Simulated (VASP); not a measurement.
# Cr: energy at fixed spin moment

Cr, P6_3/mmc (no. 194), 2 atoms in the cell. PBE, fixed spin moment; PAW potentials Cr_pv (PBE set).

Volume against the source cell: 1.

## Input

INCAR.step1:
```
PREC = Accurate ; ENCUT = 450
EDIFF = 1E-7 ; NELM = 200
ALGO = Normal ; ISMEAR = 1
SIGMA = 0.1 ; LREAL = False
LASPH = True ; LMAXMIX = 4
LORBIT = 11 ; LWAVE = False
LCHARG = False ; GGA = PE
ISPIN = 2 ; ISIF = 2
NUPDOWN = 0.0 ; MAGMOM = 0 0
```

INCAR.step2, as INCAR.step1 but for:
```
- NUPDOWN = 0.0
- MAGMOM = 0 0
+ NUPDOWN = 0.75
+ MAGMOM = 0.375 0.375
```

INCAR.step3 to INCAR.step9 change the same tags again: MAGMOM = 0.75 0.75, 1.125 1.125, 1.5 1.5, 1.875 1.875, 2.25 2.25, 2.625 2.625, 3 3; NUPDOWN = 1.5, 2.25, 3.0, 3.75, 4.5, 5.25, 6.0.

INCAR.step10, as INCAR.step9 but for:
```
- NUPDOWN = 6.0
```

KPOINTS:
```
k-points
0
Gamma
  17 17 9
```

POSCAR:
```
Cr
1.0
    2.7140000000      0.0000000000      0.0000000000
   -1.3570000000      2.3503929459      0.0000000000
    0.0000000000      0.0000000000      4.4100000000
Cr
2
Direct
    0.6666666667      0.3333333333      0.7500000000
    0.3333333333      0.6666666667      0.2500000000
```

Commands (each step's output is kept before the next begins):
```
cat potpaw_PBE.64/Cr_pv/POTCAR > POTCAR
cp INCAR.step1 INCAR
mpirun -np 4 vasp_std > vasp.out
rm WAVECAR CHG
cp INCAR.step2 INCAR
mpirun -np 4 vasp_std > vasp.out
rm WAVECAR CHG
cp INCAR.step3 INCAR
mpirun -np 4 vasp_std > vasp.out
rm WAVECAR CHG
cp INCAR.step4 INCAR
mpirun -np 4 vasp_std > vasp.out
rm WAVECAR CHG
cp INCAR.step5 INCAR
mpirun -np 4 vasp_std > vasp.out
rm WAVECAR CHG
cp INCAR.step6 INCAR
mpirun -np 4 vasp_std > vasp.out
rm WAVECAR CHG
cp INCAR.step7 INCAR
mpirun -np 4 vasp_std > vasp.out
rm WAVECAR CHG
cp INCAR.step8 INCAR
mpirun -np 4 vasp_std > vasp.out
rm WAVECAR CHG
cp INCAR.step9 INCAR
mpirun -np 4 vasp_std > vasp.out
rm WAVECAR CHG
cp INCAR.step10 INCAR
mpirun -np 4 vasp_std > vasp.out
```

## Result

- Moment at the minimum, by a parabola in the squared moment through the lowest point and its neighbours (muB per cell): 1.92
- Energy there by the same parabola, against the smallest moment (meV/atom): -14.5
- Moment left free (muB per cell): 1.93

Energy at fixed total moment:

| Moment (muB per cell) | Energy (meV/atom) | Pressure (GPa) |
|---|---|---|
| 0.00 | 0.0 | -28.5 |
| 0.75 | -5.0 | -28.2 |
| 1.50 | -12.8 | -26.9 |
| 2.25 | -13.0 | -24.7 |
| 3.00 | 7.5 | -21.2 |
| 3.75 | 53.1 | -16.5 |
| 4.50 | 148.8 | -10.3 |
| 5.25 | 322.1 | -2.4 |
| 6.00 | 530.3 | 6.2 |

VASP 6.6.1 took 190 s on 4 cores (Intel Xeon 6975P-C (Granite Rapids)), a shared host.
